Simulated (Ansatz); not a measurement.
Runs of Ansatz 0.2.0 on Te2Mo. The structure is monoclinic, space group P2_1/m (No. 11). The conventional cell has a = 6.330 Å, b = 3.469 Å, c = 13.860 Å, α = 90.00°, β = 93.92°, γ = 90.00°. Around Te (site symmetry m) lie 3 Mo at 2.79 to 2.81 Å. Te (site symmetry m) has 3 Mo at 2.70 Å as nearest neighbours. Te (site symmetry m) has 3 Mo at 2.79 to 2.82 Å as nearest neighbours. Around Te (site symmetry m) lie 3 Mo at 2.70 to 2.71 Å. Mo (site symmetry m) has 6 Te at 2.70 to 2.82 Å and 2 Mo at 2.89 Å as nearest neighbours. Around Mo (site symmetry m) lie 6 Te at 2.70 to 2.81 Å and 2 Mo at 2.90 Å. 

| task | level | cell | cutoff (eV) | points for each segment of the path | gap on the mesh (eV) | pressure (GPa) | relaxed volume (Å³/atom) | largest force (eV/Å) |
| --- | --- | --- | --- | --- | --- | --- | --- | --- |
| relaxation of cell and atoms | RPBE+D3(BJ) | relaxed | 420 | - | - | 0.0 | 18.85 | 0.01 |
| relaxation of cell and atoms | PBEsol+D4 | relaxed | 420 | - | none | 0.0 | 23.56 | - |
| band structure | revPBE | as given | 420 | 10 | none | (b) | - | 0.22 |
| band structure | r2SCAN | as given | 500 | 10 | none | (a) | - | 0.30 |
| relaxation of cell and atoms | RPBE | relaxed | 420 | - | none | 0.0 | 35.97 | - |

Alike in all rows: potentials or basis Ansatz PAW; no spin polarisation; k mesh 4 × 8 × 2; smearing fermi-dirac 0.05 eV.

Fill in the values left out.

(a) 2.0; (b) 3.9.

Caveats: the PAW data sets come from PBE, with cores solved anew for the run's functional, which leaves a small shift of forces and pressure; the plane-wave basis is chosen anew once the cell has moved, so the energies of steps on either side of that aren't comparable (some runs); the volume moved by over 15 % at a fixed basis, so the end points are rough (some runs); spin-orbit coupling is left out, which moves the levels of the heavy elements (some runs); the volume moved by -25 % from the deposited cell, more than functionals usually miss (some runs); pairwise dispersion overbinds metals, which lowers pressure and volume (some runs); this functional lacks dispersion, which binds the layers, so the pressure and a relaxed spacing across them are unreliable, and here the layers came unbound (some runs).

A k mesh can miss the band edges, and the runs leave out spin-orbit coupling on Mo, Te.

A gap of «none» marks a metal or a gap under the smearing width.

Runs at the PBE level aren't shown here.
